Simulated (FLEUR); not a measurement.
Crystal: ZrS2.

```
CELL_PARAMETERS angstrom
3.69138 0.00000 0.00000
-1.84569 3.19683 0.00000
0.00000 0.00000 6.04108
ATOMIC_POSITIONS crystal
Zr 0.00000 0.00000 0.00000
S 0.33333 0.66667 0.23791
S 0.66667 0.33333 0.76209
```

The cell is a database's computed one.

| Quantity | Value |
| --- | --- |
| Program | FLEUR MaX-R8.1 (later development tree) |
| Task | single point |
| Functional | PBEsol |
| Potentials or basis | all-electron |
| Basis | FLAPW |
| Kmax | 5.24 1/bohr |
| k mesh | 8 × 8 × 5 |
| Occupations | fermi-dirac, width 0.05 eV |
| Spin | no spin polarisation |
| Gmax | 16.2 1/bohr |
| Muffin-tin radii | Zr 2.49, S 1.87 bohr |
| lmax | Zr 10, S 8 |
| lnonsphr | Zr 10, S 8 |
| Local orbitals a species | Zr 5, S 4 |
| Max iterations | 60 |
| Mixing factor | 0.05 |
| Mixer | Anderson |
| Mixer history | 15 |

On this cell: largest force 0.148 eV/Å; band gap on the k mesh 0.98 eV, indirect (least direct gap 1.58 eV).

The same run follows on a disturbed copy (atoms moved at random, drawn with an rms of 0.05 Å):

```
Zr S
1.0
     3.69138    0.00000    0.00000
    -1.84569    3.19683    0.00000
     0.00000    0.00000    6.04108
Zr S
1 2
Direct
  0.00233 0.00147 0.00065
  0.32714 0.66818 0.24361
  0.67227 0.34663 0.75504
```

Task: What changes?

Result: The energy moves by +10.4 meV/atom; largest force 0.607 eV/Å; band gap on the k mesh 0.88 eV, indirect (least direct gap 1.55 eV).

Forces in eV/Å, atoms in the order of the input:
```
Zr  -0.041  0.043 -0.100
S    0.091  0.094 -0.489
S   -0.050 -0.137  0.590
```

Caveats: an odd mesh through Γ misses points on the zone boundary, where band edges often lie.
